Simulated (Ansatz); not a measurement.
# Bi2Se3 (Paraguanajuatite): relaxation of cell and atoms with rPW86-PBE+rVV10

The system is Bi2Se3 (Paraguanajuatite).

```
CELL_PARAMETERS angstrom
2.07150 1.19598 9.54533
-2.07150 1.19598 9.54533
0.00000 -2.39196 9.54533
ATOMIC_POSITIONS crystal
Bi 0.59920 0.59920 0.59920
Bi 0.40080 0.40080 0.40080
Se 0.78830 0.78830 0.78830
Se 0.21170 0.21170 0.21170
Se 0.00000 0.00000 0.00000
```

```json
{
 "Program": "Ansatz 0.2.0",
 "Task": "relaxation of cell and atoms",
 "Functional": "rPW86-PBE",
 "Dispersion": "rVV10",
 "Potentials or basis": "Ansatz PAW",
 "Cutoff": "420 eV (not typed: the program's choice for these potentials)",
 "k mesh": "8 × 8 × 8",
 "Occupations": "fermi-dirac, width 0.05 eV",
 "Spin": "no spin polarisation"
}
```

```json
{
  "Relaxed volume": "29.94 Å³/atom",
  "Relaxed cell": "a = 9.952 Å, b = 9.952 Å, c = 9.952 Å, α = 24.56°, β = 24.56°, γ = 24.56°",
  "Space group after relaxing (to 0.05 Å)": "R-3m (No. 166)",
  "Energy gained by relaxing": "19.7 meV/atom",
  "Ionic steps": "6",
  "Pressure after relaxing": "0.0 GPa",
  "Largest force after relaxing": "0.003 eV/Å",
  "Band gap on the k mesh": "0.12 eV, direct"
}
```

Forces in eV/Å, atoms in the order of the input:
```
Bi   0.000  0.000  0.000
Bi   0.000  0.000  0.000
Se   0.000  0.000 -0.003
Se   0.000  0.000  0.003
Se   0.000  0.000  0.000
```

Step by step:
```csv
step,energy change (eV),largest force (eV/Å),volume (Å³)
1,0.0000,0.4735,141.89
2,-0.0002,0.5152,157.04
3,-0.0949,0.0277,150.63
4,-0.0964,0.0056,149.48
5,-0.0964,0.0030,149.72
6,-0.0986,0.0034,149.72
```

Final structure:
```yaml
crystal:
  lattice:
    - [2.11668, 1.22207, 9.64677]
    - [-2.11668, 1.22207, 9.64677]
    - [0.00000, -2.44413, 9.64677]
  atoms:
    - { symbol: Bi, position: [0.59894, 0.59894, 0.59894] }
    - { symbol: Bi, position: [0.40106, 0.40106, 0.40106] }
    - { symbol: Se, position: [0.78908, 0.78908, 0.78908] }
    - { symbol: Se, position: [0.21092, 0.21092, 0.21092] }
    - { symbol: Se, position: [0.00000, 0.00000, 0.00000] }
```

Levels at points of the mesh, in eV from the valence-band top:
```csv
k point,band 37,band 38,band 39,band 40,band 41,band 42
"(0.00, 0.00, 0.00)",-1.07,-1.07,0.00,0.12,1.33,1.33
"(0.00, 0.00, -0.50)",-1.99,-1.08,-0.49,0.78,1.83,2.88
"(0.00, -0.50, -0.50)",-1.76,-1.50,-0.88,1.32,1.94,2.48
"(-0.50, -0.50, -0.50)",-1.25,-1.25,-0.49,0.64,1.64,1.64
```

Wall time 60 s on 2 threads of AMD EPYC 7B13 (Zen 3), on a shared host, peak memory 0.78 GiB.

Caveat: the plane-wave basis is chosen anew once the cell has moved, so the energies of steps on either side of that aren't comparable; spin-orbit coupling is left out, which as a rule narrows the gap of such compounds by several tenths of an eV; the PAW data sets come from PBE, with cores solved anew for the run's functional, which leaves a small shift of forces and pressure. A k mesh can miss the band edges.
